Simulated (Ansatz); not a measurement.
# KI: the cost of one run

Computed with Ansatz 0.2.0 (DFT PBE, scalar-relativistic, plane waves, PAW, unless a step's input says otherwise).

1 further run of the same task is left out (it didn't finish).

### 1 The system as given

Symmetry: Pm-3m, No. 221, cubic system. Conventional cell: a = 4.291 Å, b = 4.291 Å, c = 4.291 Å, α = 90.00°, β = 90.00°, γ = 90.00°. Around K (site symmetry m-3m) lie 8 I at 3.72 Å. I (site symmetry m-3m) is surrounded by 8 K at 3.72 Å.

Coordinates:

```xyz
2
Lattice="4.2912 0.0000 0.0000 0.0000 4.2912 0.0000 0.0000 0.0000 4.2912" Properties=species:S:1:pos:R:3 pbc="T T T"
K     0.0000    0.0000    0.0000
I     2.1456    2.1456    2.1456
```

The structure comes from the Materials Project (structure only).

### 2 One atom moved

What differs from the listed cell: atom 2 (I) moved by 0.09 Å.

Input file input.yaml:

```yaml
crystal:
  lattice:
    - [4.29119666, 0.0, 0.0]
    - [0.0, 4.29119666, 0.0]
    - [0.0, 0.0, 4.29119666]
  atoms:
    - { symbol: K, position: [0.0, 0.0, 0.0] }
    - { symbol: I, position: [0.487465035, 0.483615293, 0.5037798314] }
basis:
  ecutwfc: 420
kpoints:
  mp_grid: { grid: [6, 6, 6] }
hamiltonian:
  xc: pbe
scf:
  occupations: { method: gaussian, width: 0.02 }
output:
  forces: true
  stress: true
  eigenvalues: true
```

Started as:

```console
$ ansatz run input.yaml --threads 1 --pin off --max-ram 1331MiB --backend cpu --events-out ev --progress --plain --runs-dir out
```

Q: Estimate wall time and peak memory on 1 thread of an x86-64 CPU, shared host.

About 26 s, with a peak of 0.46 GiB.
